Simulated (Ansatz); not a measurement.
# Si: the cost of one run

Program: Ansatz 0.2.0. Level of theory: DFT LDA, scalar-relativistic, plane waves, PAW. These are calculated values, not measurements.

1 further run of the same task is left out (it didn't finish).

### 1 The structure to begin with

The structure is tetragonal, space group I4_1/amd (No. 141). Conventional cell: a = 4.765 Å, b = 4.765 Å, c = 2.611 Å, α = 90.00°, β = 90.00°, γ = 90.00°. Around Si (site symmetry -4m2) lie 6 Si at 2.47 to 2.61 Å.

Structure file:

```
Si
1.0
    -2.38242    2.38242    1.30530
     2.38242   -2.38242    1.30530
     2.38242    2.38242   -1.30530
Si
2
Direct
  0.25000 0.75000 0.50000
  0.50000 0.50000 0.00000
```

It goes back to an entry of the Materials Project, which need not be the stable form.

It is the result of an earlier relaxation at this level (volume 14.82 Å³/atom; gap on the mesh: none (metal)).

### 2 Zero of energy

Reference values: F = -1216.8826 eV; pressure -0.11 GPa; largest force 0.000 eV/Å; gap on the mesh none (metal). It was computed beforehand with the settings of the runs below.

### 3 Breaking the symmetry

All atoms moved at random, sigma 0.15 Å a component, cell strained at random, sigma 0.1. Displacements in the unstrained cell, with the mean shift removed:

| atom | ux (Å) | uy (Å) | uz (Å) |
| --- | --- | --- | --- |
| Si1 | 0.031 | 0.113 | -0.049 |
| Si2 | -0.031 | -0.113 | 0.049 |

Strain (xx, yy, zz, yz, xz, xy; engineering shear): (0.0270, 0.0524, -0.0243, 0.1190, -0.1950, -0.0381).

### 4 The disturbed cell, one point

Input file input.yaml:

```yaml
crystal:
  lattice:
    - [-2.6194276886, 2.6303110811, 1.6475831561]
    - [2.3648493436, -2.4750264441, 0.8995064857]
    - [2.5287608313, 2.3843595868, -1.3641596237]
  atoms:
    - { symbol: Si, position: [0.2550671637, 0.7377712648, 0.5301441411] }
    - { symbol: Si, position: [0.4949328363, 0.5122287352, -0.0301441411] }
basis:
  ecutwfc: 420
kpoints:
  mp_grid: { grid: [14, 14, 14] }
hamiltonian:
  xc: lda
scf:
  occupations: { method: gaussian, width: 0.15 }
output:
  forces: true
  stress: true
  eigenvalues: true
```

Command:

```console
$ ansatz run input.yaml --threads 1 --pin off --max-ram 2560MiB --backend cpu --events-out ev --progress --plain --runs-dir out
```

Q: Estimate wall time and peak memory on 1 thread of Intel Xeon at 2.50GHz (Skylake/Cascade Lake), shared host.

About 50 s, with a peak of 0.66 GiB.
